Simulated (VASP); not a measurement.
**BiS: relaxation of cell and atoms with PBE**

BiS:

```
Bi S
1.0
     2.10927    1.21779    3.50049
    -2.10927    1.21779    3.50049
     0.00000   -2.43558    3.50049
Bi S
1 1
Direct
  0.00000 0.00000 0.00000
  0.50000 0.50000 0.50000
```

The cell was built by a generator and needn't be a form met in nature.

- Program: VASP 6.6.1
- Task: relaxation of cell and atoms
- Functional: PBE
- Potentials or basis: VASP PAW PBE potentials, release 64 (Bi, S)
- Cutoff: 900 eV
- k mesh: 8 × 8 × 8
- Occupations: fermi-dirac, width 0.05 eV
- Spin: no spin polarisation
- Further INCAR settings: ALGO = Normal; EDIFF = 1e-06; IBRION = 2; EDIFFG = -0.01; NSW = 40; ISIF = 3

| Item | Value |
| --- | --- |
| Relaxed volume | 25.18 Å³/atom |
| Relaxed cell | a = 4.543 Å, b = 4.543 Å, c = 4.543 Å, α = 49.83°, β = 49.83°, γ = 49.83° |
| Space group after relaxing (to 0.05 Å) | R-3m (No. 166) |
| Energy gained by relaxing | 58.3 meV/atom |
| Ionic steps | 14 |
| Pressure after relaxing | 0.0 GPa |
| Band gap on the k mesh | none (metal or under the smearing width) |

Step by step:
```
step  energy change (eV)  largest force (eV/Å)  pressure (GPa)  volume (Å³)
   1              0.0000                0.0000           -1.51        53.95
   2             -0.0060                0.0000            0.72        51.99
   3             -0.0070                0.0000            0.06        52.53
   4             -0.0081                0.0000            0.07        52.50
   5             -0.0127                0.0000            0.10        52.42
   6             -0.0273                0.0000            0.05        52.21
   7             -0.0753                0.0000           -0.16        51.68
   8             -0.1067                0.0000           -0.50        50.18
   9             -0.1150                0.0000           -0.43        50.88
  10             -0.1161                0.0000           -0.44        50.74
  11             -0.1145                0.0000            0.66        49.67
  12             -0.1166                0.0000           -0.08        50.38
  13             -0.1166                0.0000            0.05        50.34
  14             -0.1167                0.0000           -0.01        50.36
```

Final structure:
```
CELL_PARAMETERS angstrom
1.91371 1.10488 3.96933
-1.91371 1.10488 3.96933
0.00000 -2.20977 3.96933
ATOMIC_POSITIONS crystal
Bi 0.00000 0.00000 0.00000
S 0.50000 0.50000 0.50000
```

Levels at points of the mesh, in eV from the Fermi level:
```csv
k point,band 1,band 2,band 3,band 4,band 5,band 6,band 7,band 8,band 9
"(0.00, 0.00, 0.00)",-15.25,-9.19,-4.81,-2.54,-2.54,3.08,3.08,3.29,4.28
"(0.50, 0.00, 0.00)",-13.30,-11.55,-3.56,-2.62,-2.62,-2.17,-0.44,0.05,6.67
"(0.50, 0.50, 0.00)",-13.28,-10.46,-6.66,-5.44,-3.89,2.37,2.75,3.21,4.45
"(0.50, 0.50, 0.50)",-13.74,-12.57,-2.19,-2.19,-1.10,-0.18,1.23,1.23,7.15
```

Run time: 4.4 min on 1 thread of Intel(R) Xeon(R) 6975P-C (Granite Rapids) (shared host), peak memory 0.35 GiB.

Caveat: spin-orbit coupling is left out, which moves the levels of the heavy elements.
